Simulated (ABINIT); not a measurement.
# Sn (Fd-3m) in ABINIT: a series of runs

The runs below take Sn through phonons at a zone-boundary q, optical spectrum, with PBEsol.

All numbers are computed with ABINIT 10.8.3 (patched build); they aren't measurements. Logs are shortened: lines on timing, memory, paths and dates and some standing lists are left out, and cuts for length are marked. The log counts tension as positive stress, the text compression.

## Step 1: The structure

It takes space group Fd-3m (No. 227, cubic). The conventional cell has a = 6.467 Å, b = 6.467 Å, c = 6.467 Å, α = 90.00°, β = 90.00°, γ = 90.00°. Around Sn (site symmetry -43m) lie 4 Sn at 2.80 Å.

This isn't the form of Sn at room conditions, which is tetragonal (white tin).

## Step 2: Phonons at a zone-boundary q, PBEsol (cell relaxed at zero pressure by an earlier run)

The input, run.abi:

```
# Datasets
ndtset 2

# Pseudopotentials
pp_dirpath "./"
pseudos "Sn.GGA_PBE-ansatz.xml"

# Structure
acell 4.6320193741 4.6320193741 4.6320193741 Angstrom
rprim
     0.0000000000     0.7071067812     0.7071067812
     0.7071067812     0.0000000000     0.7071067812
     0.7071067812     0.7071067812     0.0000000000
ntypat 1
znucl 50
natom 2
typat 1 1
chkprim 0
chksymtnons 0
tolsym 1.0e-6
xred
            3/4            3/4            3/4
            1/2            1/2            1/2

# Plane-wave basis
ecut 419.055348 eV
pawecutdg 30.8
pawxcdev 0
ecutsm 0.5

# k points
ngkpt 8 8 8
nshiftk 1
shiftk 0.0 0.0 0.0

# Exchange and correlation
ixc -116133

# Bands and occupations
nband 22
occopt 4
tsmear 0.00367493

# SCF cycle
nstep 80

# Output
prteig 0
prtebands 0
prtwf 0
prtden 0
prtpot 0

# Dataset 1: ground state
kptopt1 1
tolvrs1 1.0e-11
prtwf1 1
tolwfr1 1.0e-14
nbdbuf1 4
nline1 6

# Dataset 2: atomic displacements at q = 0.5 0.5 0.5
rfphon2 1
rfatpol2 1 2
rfdir2 1 1 1
getwfk2 1
kptopt2 3
nqpt2 1
qpt2 1/2 1/2 1/2
tolvrs2 1.0e-8
```

Potentials or basis: Ansatz PAW PBE default generated set, frozen core.

On the command line:

```
mpirun --bind-to none -np 4 abinit run.abi > log 2>&1
```

run.abo:

```text
[... set-up lines left out ...]
 ETOT  1  -139.11805334694    -1.391E+02 3.525E-01 1.429E+00
 ETOT  2  -139.41636153916    -2.983E-01 2.710E-05 1.697E-01
 ETOT  3  -139.41550365277     8.579E-04 1.442E-05 3.720E-02
 ETOT  4  -139.41530386161     1.998E-04 4.683E-06 4.858E-03
 ETOT  5  -139.41530429342    -4.318E-07 4.998E-07 9.629E-04
 ETOT  6  -139.41532382244    -1.953E-05 3.819E-07 2.443E-05
 ETOT  7  -139.41532480187    -9.794E-07 2.666E-08 1.974E-06
 ETOT  8  -139.41532483465    -3.279E-08 1.776E-09 4.852E-08
 ETOT  9  -139.41532483509    -4.329E-10 6.455E-12 2.242E-09
 ETOT 10  -139.41532483509    -2.728E-12 4.093E-13 1.791E-10
 ETOT 11  -139.41532483509    -1.364E-12 3.330E-14 2.545E-12
 ETOT 12  -139.41532483509     1.734E-12 9.976E-15 1.511E-13

 At SCF step   12  max residual=  9.98E-15 < tolwfr=  1.00E-14 AND nres2   =  1.51E-13 < tolvrs=  1.00E-11 =>converged.

 Cartesian components of stress tensor (hartree/bohr^3)
  sigma(1 1)=  7.69518001E-06  sigma(3 2)=  0.00000000E+00
  sigma(2 2)=  7.69518001E-06  sigma(3 1)=  0.00000000E+00
  sigma(3 3)=  7.69518001E-06  sigma(2 1)=  0.00000000E+00

--- !ResultsGS
iteration_state: {dtset: 1, }
comment   : Summary of ground state results
lattice_vectors:
- [  0.0000000,   6.1894810,   6.1894810, ]
- [  6.1894810,   0.0000000,   6.1894810, ]
- [  6.1894810,   6.1894810,   0.0000000, ]
lattice_lengths: [   8.75325,    8.75325,    8.75325, ]
lattice_angles: [ 60.000,  60.000,  60.000, ] # degrees, (23, 13, 12)
lattice_volume:   4.7423402E+02
convergence: {deltae:  1.734E-12, res2:  1.511E-13, residm:  9.976E-15, diffor: null, }
etotal    :  -1.39415325E+02
entropy   :   0.00000000E+00
fermie    :   2.38029416E-02
cartesian_stress_tensor: # hartree/bohr^3
- [  7.69518001E-06,   0.00000000E+00,   0.00000000E+00, ]
- [  0.00000000E+00,   7.69518001E-06,   0.00000000E+00, ]
- [  0.00000000E+00,   0.00000000E+00,   7.69518001E-06, ]
pressure_GPa:  -2.2640E-01
xred      :
- [  7.5000E-01,   7.5000E-01,   7.5000E-01, Sn]
- [  5.0000E-01,   5.0000E-01,   5.0000E-01, Sn]
cartesian_forces: # hartree/bohr
- [  3.18629664E-32,   1.80556810E-31,  -3.50492630E-31, ]
- [ -3.18629664E-32,  -1.80556810E-31,   3.50492630E-31, ]
force_length_stats: {min:   3.95551633E-31, max:   3.95551633E-31, mean:   3.95551633E-31, }
...

 Integrated electronic density in atomic spheres:
 ------------------------------------------------
 Atom  Sphere_radius  Integrated_density
    1        2.63806         12.30044655
    2        2.63806         12.28666306

================================================================================

 ----iterations are completed or convergence reached----

 Mean square residual over all n,k,spin=   34.650E-16; max=  99.761E-16
 reduced coordinates (array xred) for    2 atoms
       0.750000000000      0.750000000000      0.750000000000
       0.500000000000      0.500000000000      0.500000000000
 rms dE/dt=  2.1173E-30; max dE/dt=  2.1036E-30; dE/dt below (all hartree)
    1       0.000000000000      0.000000000000     -0.000000000000
    2       0.000000000000     -0.000000000000      0.000000000000

 cartesian coordinates (angstrom) at end:
    1      4.91299846511384     4.91299846511384     4.91299846511384
    2      3.27533231007589     3.27533231007589     3.27533231007589

 cartesian forces (hartree/bohr) at end:
    1      0.00000000000000     0.00000000000000    -0.00000000000000
    2     -0.00000000000000    -0.00000000000000     0.00000000000000
 frms,max,avg= 2.2837184E-31 3.5049263E-31   0.000E+00  0.000E+00  0.000E+00 h/b

 cartesian forces (eV/Angstrom) at end:
    1      0.00000000000000     0.00000000000000    -0.00000000000000
    2     -0.00000000000000    -0.00000000000000     0.00000000000000
 frms,max,avg= 1.1743352E-29 1.8023056E-29   0.000E+00  0.000E+00  0.000E+00 e/A
 length scales=  8.753248026948  8.753248026948  8.753248026948 bohr
              =  4.632019374100  4.632019374100  4.632019374100 angstroms
 Fermi (or HOMO) energy (hartree) =   0.02380   Average Vxc (hartree)=  -0.33304
 Eigenvalues (hartree) for nkpt=  29  k points:
 kpt#   1, nband= 22, wtk=  0.00195, kpt=  0.0000  0.0000  0.0000 (reduced coord)
  -0.76423   -0.76423   -0.76423   -0.76213   -0.76213   -0.75151   -0.75151   -0.75151
  -0.75127   -0.75127   -0.35579   -0.00441    0.03122    0.03122    0.03122    0.10685
   0.10685    0.10685    0.20587    0.31800    0.31800    0.33051
      occupation numbers for kpt#   1
   2.00000    2.00000    2.00000    2.00000    2.00000    2.00000    2.00000    2.00000
   2.00000    2.00000    2.00000    2.00000    0.00426    0.00426    0.00426    0.00000
   0.00000    0.00000    0.00000    0.00000    0.00000    0.00000
 prteigrs : prtvol=0 or 1, do not print more k-points.

--- !EnergyTerms
iteration_state     : {dtset: 1, }
comment             : Components of total free energy in Hartree
kinetic             :  1.37773792502632E+01
hartree             :  4.90896336127676E+01
[... 56 lines left out ...]

 Real(R)+Recip(G) space primitive vectors, cartesian coordinates (Bohr,Bohr^-1):
 R(1)=  0.0000000  6.1894810  6.1894810  G(1)= -0.0807822  0.0807822  0.0807822
 R(2)=  6.1894810  0.0000000  6.1894810  G(2)=  0.0807822 -0.0807822  0.0807822
 R(3)=  6.1894810  6.1894810  0.0000000  G(3)=  0.0807822  0.0807822 -0.0807822
 Unit cell volume ucvol=  4.7423402E+02 bohr^3
 Angles (23,13,12)=  6.00000000E+01  6.00000000E+01  6.00000000E+01 degrees
 setup1 : take into account q-point for computing boxcut.

 Coarse grid specifications (used for wave-functions):

 getcut: wavevector=  0.5000  0.5000  0.5000  ngfft=  32  32  32
         ecut(hartree)=     15.400   => boxcut(ratio)=   2.00530

 Fine grid specifications (used for densities):

 getcut: wavevector=  0.5000  0.5000  0.5000  ngfft=  48  48  48
         ecut(hartree)=     30.800   => boxcut(ratio)=   2.14950
--------------------------------------------------------------------------------

 ==>  initialize data related to q vector <==

 The list of irreducible perturbations for this q vector is:
    1)    idir= 1    ipert=   1

================================================================================

 The perturbation idir=   2  ipert=   1 is
 symmetric of a previously calculated perturbation.
 So, its SCF calculation is not needed.
[... 13 lines left out ...]
 The perturbation idir=   3  ipert=   2 is
 symmetric of a previously calculated perturbation.
 So, its SCF calculation is not needed.

--------------------------------------------------------------------------------
 Perturbation wavevector (in red.coord.)   0.500000  0.500000  0.500000
 Perturbation : displacement of atom   1   along direction   1
 Found     2 symmetries that leave the perturbation invariant.
 symkpt : the number of k-points, thanks to the symmetries,
 is reduced to   288 .

--------------------------------------------------------------------------------

--------------------------------------------------------------------------------

 dfpt_looppert : total number of electrons, from k and k+q
  fully or partially occupied states are    2.800000E+01 and    2.800000E+01.
 Initialisation of the first-order wave-functions :
  ireadwf=   0

--- !BeginCycle
iteration_state: {dtset: 2, }
solver: {iscf: 7, nstep: 80, nline: 4, wfoptalg: 10, }
tolerances: {tolvrs: 1.00E-08, }
...

     iter   2DEtotal(Ha)        deltaE(Ha) residm    vres2
-ETOT  1   12280.666261971      8.681E+03 1.159E+02 1.407E+08
 ETOT  2   597.70823368230     -1.168E+04 3.023E+01 1.022E+07
 ETOT  3   147.51600704610     -4.502E+02 7.312E+00 2.807E+06
 ETOT  4   11.717168580346     -1.358E+02 4.338E+00 8.997E+04
 ETOT  5   6.2603628181187     -5.457E+00 1.352E+01 1.384E+04
 ETOT  6   5.5034936468705     -7.569E-01 2.009E+00 1.501E+03
 ETOT  7   5.4046508086026     -9.884E-02 4.008E-01 1.551E+02
 ETOT  8   5.3893398408231     -1.531E-02 2.414E-01 2.699E+00
 ETOT  9   5.3892200960840     -1.197E-04 2.613E-01 1.235E+00
 ETOT 10   5.3891215803783     -9.852E-05 1.387E-01 6.894E-02
 ETOT 11   5.3891161595725     -5.421E-06 3.065E-01 1.008E-02
 ETOT 12   5.3891155310148     -6.286E-07 1.559E-01 2.048E-03
 ETOT 13   5.3891154463086     -8.471E-08 3.609E-01 3.722E-04
 ETOT 14   5.3891154291673     -1.714E-08 1.810E-01 4.030E-05
 ETOT 15   5.3891154271296     -2.038E-09 4.272E-01 1.021E-05
 ETOT 16   5.3891154265907     -5.389E-10 2.129E-01 3.039E-07
 ETOT 17   5.3891154265161     -7.458E-11 5.066E-01 2.247E-08
 ETOT 18   5.3891154265148     -1.364E-12 2.516E-01 9.577E-09

 At SCF step   18       vres2   =  9.58E-09 < tolvrs=  1.00E-08 =>converged.
================================================================================

 ----iterations are completed or convergence reached----

 Mean square residual over all n,k,spin=   43.693E-06; max=  25.159E-02

 2DEtotal=    0.5389115427E+01 Ha. Also 2DEtotal=    0.146645301395E+03 eV
    (2DErelax=   -3.5946832263E+03 Ha. 2DEnonrelax=    3.6000723417E+03 Ha)
    (  non-var. 2DEtotal :    5.3892338297E+00 Ha)

================================================================================

 ---- first-order wavefunction calculations are completed ----

 ==> Compute Derivative Database <==

  Dynamical matrix, in cartesian coordinates,
   if specified in the inputs, asr has been imposed
     j1       j2             matrix element
  dir pert dir pert     real part    imaginary part

   1    1   1    1         0.0653307743         0.0000000006
   1    1   2    1         0.0050069897        -0.0000000006
   1    1   3    1         0.0050069897        -0.0000000006
   1    1   1    2         0.0428542251         0.0000000486
   1    1   2    2        -0.0285823031        -0.0000000906
   1    1   3    2        -0.0285823031        -0.0000000906
[... 29 lines left out ...]
   3    2   1    1        -0.0285823031        -0.0000000906
   3    2   2    1        -0.0285823031        -0.0000000906
   3    2   3    1         0.0428542251         0.0000000486
   3    2   1    2         0.0050069897        -0.0000000006
   3    2   2    2         0.0050069897        -0.0000000006
   3    2   3    2         0.0653307743         0.0000000006

  Phonon wavevector (reduced coordinates) :  0.50000  0.50000  0.50000
 Phonon energies in Hartree :
  -2.266141E-04 -2.266141E-04  5.310844E-04  6.436709E-04  7.803126E-04
   7.803126E-04
 Phonon frequencies in cm-1    :
  -4.973605E+01 -4.973605E+01  1.165596E+02  1.412694E+02  1.712588E+02
   1.712588E+02

== END DATASET(S) ==============================================================
================================================================================

 -outvars: echo values of variables after computation  --------
            acell      8.7532480269E+00  8.7532480269E+00  8.7532480269E+00 Bohr
           etotal1    -1.3941532484E+02
           etotal2     5.3891154265E+00
            fcart1     3.1862966396E-32  1.8055680958E-31 -3.5049263036E-31
                      -3.1862966396E-32 -1.8055680958E-31  3.5049263036E-31
            fcart2     0.0000000000E+00  0.0000000000E+00  0.0000000000E+00
                       0.0000000000E+00  0.0000000000E+00  0.0000000000E+00
            rprim      0.0000000000E+00  7.0710678120E-01  7.0710678120E-01
                       7.0710678120E-01  0.0000000000E+00  7.0710678120E-01
                       7.0710678120E-01  7.0710678120E-01  0.0000000000E+00
           strten1     7.6951800079E-06  7.6951800079E-06  7.6951800079E-06
                       0.0000000000E+00  0.0000000000E+00  0.0000000000E+00
           strten2     0.0000000000E+00  0.0000000000E+00  0.0000000000E+00
                       0.0000000000E+00  0.0000000000E+00  0.0000000000E+00
           xangst      4.9129984651E+00  4.9129984651E+00  4.9129984651E+00
                       3.2753323101E+00  3.2753323101E+00  3.2753323101E+00
             xred      7.5000000000E-01  7.5000000000E-01  7.5000000000E-01
                       5.0000000000E-01  5.0000000000E-01  5.0000000000E-01
 Calculation completed.
```

Run time: 7.3 min. Hardware: 4 MPI ranks of Intel Xeon Platinum 8259CL at 2.50GHz (Skylake/Cascade Lake), shared host; peak memory 2.7 GiB.

Results:

```yaml
Free_energy: -3793.6843 eV
Pressure: -0.2 GPa
Band_gap_on_the_k_mesh: none (metal or under the smearing width)
Highest_phonon_frequency_at_the_q_point_run: 171 cm⁻¹
Most_unstable_mode: 50i cm⁻¹
```

Phonon frequencies in cm⁻¹ (negative: imaginary):
```tsv
q point	frequencies
(0.500, 0.500, 0.500)	-50 -50 117 141 171 171
```

Caveat: some modes are imaginary; the PAW data sets were made with another functional, which shifts forces and pressure a little.

(Part 1 of 2 ends here.)
